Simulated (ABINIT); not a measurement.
The system is GaSb.

```
Sb Ga
1.0
     0.00000    3.05900    3.05900
     3.05900    0.00000    3.05900
     3.05900    3.05900    0.00000
Sb Ga
1 1
Direct
  0.75000 0.75000 0.75000
  0.00000 0.00000 0.00000
```

| Property | Result |
| --- | --- |
| Program | ABINIT 10.8.3 (patched build) |
| Task | relaxation of cell and atoms |
| Functional | PBE |
| Potentials or basis | JTH PAW PBE v2.0 |
| Cutoff | 463 eV |
| k mesh | 8 × 8 × 8 |
| Occupations | fermi-dirac, width 0.05 eV |
| Spin | no spin polarisation |

At the start: pressure 2.4 GPa; volume 28.62 Å³/atom.

Problem. Where does the relaxation end?

Solution. Over 4 steps the energy falls by 9.7 meV/atom and the volume is 30.01 Å³/atom (+4.8 %); space group F-43m (No. 216, to 0.05 Å).

The path:
```csv
step,energy change (eV),largest force (eV/Å),pressure (GPa),volume (Å³)
1,0.0000,0.0000,2.35,57.25
2,-0.0056,0.0000,1.96,57.66
3,-0.0194,0.0000,0.10,59.88
4,-0.0195,0.0000,0.01,60.01
```

Final structure:
```xyz
2
Lattice="0.0000 3.1074 3.1074 3.1074 0.0000 3.1074 3.1074 3.1074 0.0000" Properties=species:S:1:pos:R:3 pbc="T T T"
Sb    4.6611    4.6611    4.6611
Ga    0.0000    0.0000    0.0000
```
